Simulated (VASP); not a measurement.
# ZrO2: O into a neighbouring O vacancy

Aim: the barrier for one hop in ZrO2: O into a neighbouring O vacancy. The start is a cell from a database of measured crystal structures.

Calculated with VASP 6.6.1; PBEsol; plane waves and PAW (Zr_sv, O).

Report form: the programs' logs are mostly left out.

### 1. The host crystal

It takes space group P2_1/c (No. 14, monoclinic). Conventional cell: a = 5.149 Å, b = 5.202 Å, c = 5.323 Å, α = 90.00°, β = 99.16°, γ = 90.00°. Zr has 7 O at 2.05 to 2.27 Å nearest. Nearest to O lie 3 Zr at 2.05 to 2.16 Å. Nearest to O lie 4 Zr at 2.15 to 2.27 Å. Farther neighbours and most contacts between anions are not listed.

### 2. Relax the host

First cell and atoms are relaxed at a raised cutoff, so that later runs start from this functional's own cell.

The input, INCAR:

```
SYSTEM = ZrO2
PREC = Normal
ENCUT = 520
EDIFF = 1E-05
NELM = 120
ISMEAR = 0
SIGMA = 0.1
LREAL = Auto
ALGO = Fast
GGA = PS
NBANDS = 60
LASPH = .TRUE.
LORBIT = 11
LWAVE = .FALSE.
LCHARG = .FALSE.
KPAR = 3
NCORE = 2
IBRION = 2
NSW = 40
ISIF = 3
EDIFFG = -0.03
POTIM = 0.4
```

The input, POSCAR:

```
ZrO2
1.0
    5.1487000000      0.0000000000      0.0000000000
    0.0000000000      5.2023000000      0.0000000000
   -0.8477618041      0.0000000000      5.2551587544
Zr O
4 8
Direct
    0.2762000000      0.4603000000      0.7090000000
    0.7238000000      0.9603000000      0.7910000000
    0.7238000000      0.5397000000      0.2910000000
    0.2762000000      0.0397000000      0.2090000000
    0.0694000000      0.1685000000      0.8463000000
    0.9306000000      0.6685000000      0.6537000000
    0.9306000000      0.8315000000      0.1537000000
    0.0694000000      0.3315000000      0.3463000000
    0.4490000000      0.7441000000      0.9792000000
    0.5510000000      0.2441000000      0.5208000000
    0.5510000000      0.2559000000      0.0208000000
    0.4490000000      0.7559000000      0.4792000000
```

The input, KPOINTS:

```
Automatic mesh
0
Gamma
3 3 3
0 0 0
```

The projector-augmented-wave data sets are Zr_sv and O (PBE family, release 64).

Command:

```console
> mpirun -np 6 vasp_std
```

Wall time 32 s (6 MPI ranks of Intel Xeon 6975P-C (Granite Rapids), shared host); peak memory 1.1 GiB.

The gap is read on the k-mesh alone, so it is an upper bound where the band edges lie off the mesh. The PAW data sets were made with PBE, which is usual practice but a small mismatch for other functionals. The run keeps the 4 symmetry operations of its start, so it cannot find a distortion of lower symmetry.

The steps of the relaxation:

| step | energy less that of the first step (eV) | largest force (eV/Å) | pressure (GPa) | volume (Å³) |
| --- | --- | --- | --- | --- |
| 1 | 0.0000 | 0.1473 | -1.48 | 140.76 |
| 2 | -0.0040 | 0.1251 | 1.74 | 139.00 |
| 3 | -0.0069 | 0.1313 | 0.50 | 139.71 |
| 4 | -0.0114 | 0.0888 | 0.22 | 139.84 |
| 5 | -0.0127 | 0.1183 | 0.01 | 139.95 |
| 6 | -0.0140 | 0.0464 | -0.01 | 140.02 |
| 7 | -0.0140 | 0.0395 | -0.04 | 140.02 |
| 8 | -0.0143 | 0.0135 | 0.02 | 139.98 |

| cell as run | before | after | change |
| --- | --- | --- | --- |
| a (Å) | 5.149 | 5.135 | -0.3 % |
| b (Å) | 5.202 | 5.209 | +0.1 % |
| c (Å) | 5.323 | 5.309 | -0.3 % |
| β (°) | 99.16 | 99.62 | +0.5 % |
| volume (Å³/atom) | 11.73 | 11.67 | -0.6 % |

The atoms that moved most (Å, as changes of fractional coordinates times the final cell):

| atom | dx | dy | dz | length |
| --- | --- | --- | --- | --- |
| Zr2 | -0.004 | -0.019 | -0.004 | 0.020 |
| Zr3 | -0.004 | 0.019 | -0.004 | 0.020 |
| Zr4 | 0.004 | 0.019 | 0.004 | 0.020 |
| Zr1 | 0.004 | -0.019 | 0.004 | 0.020 |
| O6 | 0.007 | -0.003 | 0.006 | 0.010 |
| O7 | 0.007 | 0.003 | 0.006 | 0.010 |
| O5 | -0.007 | -0.003 | -0.006 | 0.010 |
| O8 | -0.007 | 0.003 | -0.006 | 0.010 |

The relaxed structure:

```xyz
12
Lattice="5.1345 0.0000 -0.0203 0.0000 5.2087 0.0000 -0.8661 0.0000 5.2377" Properties=species:S:1:pos:R:3 pbc="T T T"
Zr    0.8078    2.3787    3.7121
Zr    3.0275    4.9830    4.1242
Zr    3.4605    2.8300    1.5053
Zr    1.2409    0.2257    1.0932
O    -0.3841    0.8750    4.4256
O     4.2193    3.4793    3.4107
O     4.6524    4.3337    0.7918
O     0.0490    1.7293    1.8068
O     1.4577    3.8691    5.1184
O     2.3775    1.2647    2.7179
O     2.8106    1.3396    0.0990
O     1.8908    3.9439    2.4995
```

A gap read on the k-mesh alone can miss the band edges.

This step gave:

```
electronic cycles                               : 65
electrons                                       : 96
free energy (TOTEN)                             : -120.2686 eV
Fermi energy                                    : 6.339 eV
labelled metallic, from the levels on this mesh : no
gap on the k-mesh                               : 3.713 eV
least direct gap on the k-mesh                  : 3.796 eV
```

The run ended after 8 ionic steps, 0.014 eV below its first step, once forces and stress met EDIFFG = -0.03.

### 3. Relax the start

System of this step: Zr16O31. The cell holds 47 atoms: 16 Zr and 31 O. Cell: a = 9.528 Å, b = 8.519 Å, c = 9.528 Å, α = 110.9°, β = 113.7°, γ = 108.2°. It derives from ZrO2. Nearest the centre at fractional (0.573, 0.621, 0.261): O41 at 1.28 Å, Zr1 at 1.74 Å, Zr14 at 1.75 Å, O34 at 2.57 Å, Zr7 at 2.71 Å, O36 at 2.72 Å, O29 at 2.74 Å, O32 at 2.87 Å. The cell carries charge +2.

A path needs two true minima; the start is relaxed with symmetry off.

This cell carries charge +2, set by NELECT and balanced by a uniform background.

The input, INCAR:

```
SYSTEM = Zr16O31
PREC = Normal
ENCUT = 400
EDIFF = 1E-05
NELM = 120
ISMEAR = 0
SIGMA = 0.05
LREAL = Auto
ALGO = Fast
GGA = PS
NELECT = 376
NBANDS = 222
LASPH = .TRUE.
LORBIT = 11
LWAVE = .FALSE.
LCHARG = .FALSE.
KPAR = 6
IBRION = 2
NSW = 60
ISIF = 2
EDIFFG = -0.05
POTIM = 0.4
MAXMIX = 40
ISYM = 0
```

The input, POSCAR:

```
Zr16O31
1.0
   -6.0006210792      5.2086720887      5.2580410950
    4.2683271920     -5.2086720887      5.2174029244
    6.0006210792      5.2086720887     -5.2580410950
Zr O
16 31
Direct
    0.5854470147      0.4948413477      0.3692267787
    0.0858168113      0.9918745200      0.3662116864
    0.0850438270      0.4931909189      0.8670560776
    0.5843369788      0.9952235771      0.8676733698
    0.8722025194      0.7540552629      0.8379048471
    0.3729639892      0.2570911889      0.8409573598
    0.3729577990      0.7550609698      0.3377932541
    0.8778476132      0.2582811284      0.3420800343
    0.4127832294      0.5008780674      0.6241638615
    0.9175864593      0.0062317902      0.6327880293
    0.9139239599      0.5098729138      0.1350014344
    0.4192880956      0.0120496113      0.1385670563
    0.1237100208      0.2427957194      0.1560798641
    0.6228972405      0.7421152409      0.1578276378
    0.6245559755      0.2430670776      0.6582058544
    0.1256598523      0.7424838215      0.6602829741
    0.0089302871      0.9583749547      0.1208573180
    0.0070424005      0.4537765100      0.6175342633
    0.5062979130      0.9602587602      0.6178362429
    0.6583916049      0.7927629485      0.7975672513
    0.1600365827      0.2914159221      0.8004175817
    0.1608719870      0.7902943985      0.2981795580
    0.6596988889      0.2902824732      0.3014907414
    0.4951827789      0.5433364568      0.8848652246
    0.9953203924      0.0424826271      0.8820598712
    0.9899111268      0.5419472740      0.3827198133
    0.4940225770      0.0450189451      0.3812937077
    0.3331982089      0.2042072573      0.1967562030
    0.8386996792      0.7067965195      0.2027161767
    0.8403614171      0.2075407187      0.7008994010
    0.3389289814      0.7079995355      0.7020646030
    0.8586088171      0.7084745034      0.5967308389
    0.3582232967      0.2105528106      0.5952675900
    0.3612839047      0.7165833133      0.0956100159
    0.8644963996      0.2164822163      0.0973665618
    0.3773558270      0.5333615281      0.3954545145
    0.8804113800      0.0378864708      0.3998591204
    0.8831888815      0.5381783160      0.8970658266
    0.3805887440      0.0344643479      0.8967397626
    0.1384067362      0.2883989144      0.4032110243
    0.6314885546      0.7834684707      0.4033141386
    0.6420999798      0.2849655244      0.9098374720
    0.1386310259      0.7816693944      0.9024884982
    0.6184169317      0.4642043630      0.6016393832
    0.1182658950      0.9628194337      0.6028091754
    0.1156365922      0.4602319704      0.1005559612
    0.6138271384      0.9615791212      0.1006252533
```

The input, KPOINTS:

```
Automatic mesh
0
Gamma
2 2 2
0 0 0
```

Command:

```console
> mpirun -np 6 vasp_std
```

Wall time 25 min (6 MPI ranks); peak memory 4 GiB.

The steps of the relaxation (22 of 26):

| step | energy less that of the first step (eV) | largest force (eV/Å) |
| --- | --- | --- |
| 1 | 0.0000 | 4.7156 |
| 2 | -1.8091 | 2.1982 |
| 3 | -1.8793 | 1.5329 |
| 5 | -2.3326 | 0.8557 |
| 6 | -2.5041 | 0.5666 |
| 7 | -2.5057 | 0.5506 |
| 8 | -2.5983 | 0.2932 |
| 9 | -2.6113 | 0.2698 |
| 11 | -2.6563 | 0.3018 |
| 12 | -2.6804 | 0.1812 |
| 13 | -2.6805 | 0.1925 |
| 14 | -2.6954 | 0.1287 |
| 15 | -2.6964 | 0.1750 |
| 16 | -2.7041 | 0.1018 |
| 18 | -2.7087 | 0.0873 |
| 19 | -2.7091 | 0.1034 |
| 20 | -2.7115 | 0.0919 |
| 21 | -2.7115 | 0.0812 |
| 22 | -2.7136 | 0.0558 |
| 24 | -2.7149 | 0.0623 |
| 25 | -2.7154 | 0.0630 |
| 26 | -2.7165 | 0.0375 |

The atoms that moved most (Å):

| atom | dx | dy | dz | length |
| --- | --- | --- | --- | --- |
| O41 | -0.348 | 0.006 | -0.070 | 0.355 |
| O28 | -0.051 | -0.123 | 0.201 | 0.241 |
| Zr1 | 0.136 | 0.150 | -0.118 | 0.234 |
| Zr6 | -0.215 | -0.075 | -0.038 | 0.231 |
| O23 | -0.003 | -0.161 | 0.154 | 0.223 |
| O24 | 0.041 | 0.069 | -0.164 | 0.183 |
| Zr14 | 0.065 | -0.084 | 0.142 | 0.177 |
| Zr9 | 0.129 | 0.045 | -0.046 | 0.144 |

Numbers from this step:

| Property | Result |
| --- | --- |
| electronic cycles | 240 |
| electrons | 376 |
| free energy (TOTEN) | -487.6019 eV |
| Fermi energy | 5.996 eV |
| gap on the k-mesh | 3.471 eV |
| least direct gap on the k-mesh | 3.516 eV |

The run ended after 26 ionic steps, 2.716 eV below its first step, once the forces on the free atoms met EDIFFG = -0.05.

### 4. Relax the end

The end state is relaxed in the same way, so that both ends share their errors.

This cell carries charge +2, set by NELECT and balanced by a uniform background.

INCAR is that of step 3.

The input, POSCAR:

```
Zr16O31
1.0
   -6.0006210792      5.2086720887      5.2580410950
    4.2683271920     -5.2086720887      5.2174029244
    6.0006210792      5.2086720887     -5.2580410950
Zr O
16 31
Direct
    0.5830416349      0.4961575709      0.3695893592
    0.0819949682      0.9939179744      0.3669846578
    0.0815663127      0.4916707937      0.8678665246
    0.5800908296      0.9926998673      0.8670195522
    0.8757942458      0.7584441914      0.8378279862
    0.3696561055      0.2494994266      0.8371356098
    0.3747168356      0.7560410809      0.3414559929
    0.8752192702      0.2569045254      0.3392518372
    0.4209558256      0.5083379960      0.6382783400
    0.9163794448      0.0052516634      0.6317108526
    0.9170398252      0.5071737230      0.1333409611
    0.4172464201      0.0020203610      0.1312818716
    0.1302903221      0.2440734820      0.1595543277
    0.6250902156      0.7423106040      0.1611615627
    0.6260931685      0.2465017615      0.6671109289
    0.1237488844      0.7384307727      0.6583382295
    0.0080645723      0.9595648221      0.1177283214
    0.0014835121      0.4584724602      0.6145690808
    0.5090411954      0.9537077737      0.6169181028
    0.6628413103      0.7986584410      0.7997181093
    0.1600721965      0.2982876534      0.8021177938
    0.1589205840      0.7893599141      0.2983396193
    0.6589766479      0.2964949660      0.3017877026
    0.4917014595      0.5439498655      0.8817711430
    0.9909013202      0.0397867869      0.8803822190
    0.9923600087      0.5419010299      0.3807558123
    0.4942748068      0.0452957158      0.3819046781
    0.3370762603      0.2043803204      0.1987885680
    0.8371705815      0.7066251558      0.1966084461
    0.8378568432      0.2050637581      0.6963522208
    0.3339882156      0.7027760162      0.6992606681
    0.8586872722      0.7116757527      0.5967965032
    0.3573923288      0.2129991384      0.5957261254
    0.3609292770      0.7146462496      0.0958430546
    0.8631998353      0.2095193800      0.0960894195
    0.3824258922      0.5321889874      0.3949506584
    0.8811635960      0.0364956392      0.3968393954
    0.8817923727      0.5379897604      0.8961417909
    0.3804012036      0.0352461106      0.8943168894
    0.1370316510      0.2849383574      0.4042157350
    0.5012575274      0.4554078461      0.1153818876
    0.6365566315      0.2861332833      0.9015391597
    0.1390932817      0.7838436093      0.9053899001
    0.6140125376      0.4572948377      0.6017502706
    0.1153605042      0.9684420926      0.6075875801
    0.1146032023      0.4617182657      0.1041507551
    0.6188600681      0.9642284791      0.1058414843
```

KPOINTS is that of step 3.

Command:

```console
> mpirun -np 6 vasp_std
```

The job ended after 23 min (6 MPI ranks; peak memory 4 GiB; 2.3 h of CPU time).

The steps of the relaxation:

| step | energy less that of the first step (eV) | largest force (eV/Å) |
| --- | --- | --- |
| 1 | 0.0000 | 4.8180 |
| 2 | -1.7762 | 2.8157 |
| 3 | -1.9260 | 1.9834 |
| 4 | -2.5079 | 0.7924 |
| 5 | -2.5619 | 0.8727 |
| 6 | -2.7247 | 0.5111 |
| 7 | -2.7247 | 0.5072 |
| 8 | -2.7938 | 0.2960 |
| 9 | -2.7977 | 0.3079 |
| 10 | -2.8245 | 0.1759 |
| 11 | -2.8259 | 0.2285 |
| 12 | -2.8406 | 0.1424 |
| 13 | -2.8409 | 0.1787 |
| 14 | -2.8489 | 0.1115 |
| 15 | -2.8489 | 0.1181 |
| 16 | -2.8535 | 0.0726 |
| 17 | -2.8536 | 0.0872 |
| 18 | -2.8558 | 0.0534 |
| 19 | -2.8558 | 0.0643 |
| 20 | -2.8571 | 0.0371 |

The atoms that moved most (Å):

| atom | dx | dy | dz | length |
| --- | --- | --- | --- | --- |
| O32 | 0.105 | -0.309 | 0.062 | 0.332 |
| O41 | 0.218 | 0.042 | 0.106 | 0.246 |
| Zr10 | 0.099 | 0.115 | 0.150 | 0.213 |
| Zr14 | -0.161 | -0.102 | 0.086 | 0.209 |
| Zr1 | -0.130 | 0.090 | -0.134 | 0.207 |
| Zr7 | 0.089 | -0.119 | -0.067 | 0.163 |
| O37 | 0.028 | 0.013 | -0.137 | 0.140 |
| O21 | 0.021 | 0.113 | 0.033 | 0.119 |

Numbers from this step:

* electronic cycles: 224
* free energy (TOTEN): -486.7611 eV
* Fermi energy: 5.960 eV
* gap on the k-mesh: 3.120 eV
* least direct gap on the k-mesh: 3.120 eV

The run ended after 20 ionic steps, 2.857 eV below its first step, once the forces on the free atoms met EDIFFG = -0.05.

(Part 1 of 2 ends here.)

[Lines on the potential files, build, host, timing and source positions are cut from VASP's logs without a mark.]

[Logs are printed without paths, hosts, clocks, repeated set-up lines and the standing remarks that a program may print on its own settings, such as how far it seeks lower states.]

[Hosts, paths, dates, database ids (printed as entryN), source tags and the programs' standing remarks are cut or masked in the printed files.]

[Runs that stopped without an error message from VASP are left out.]
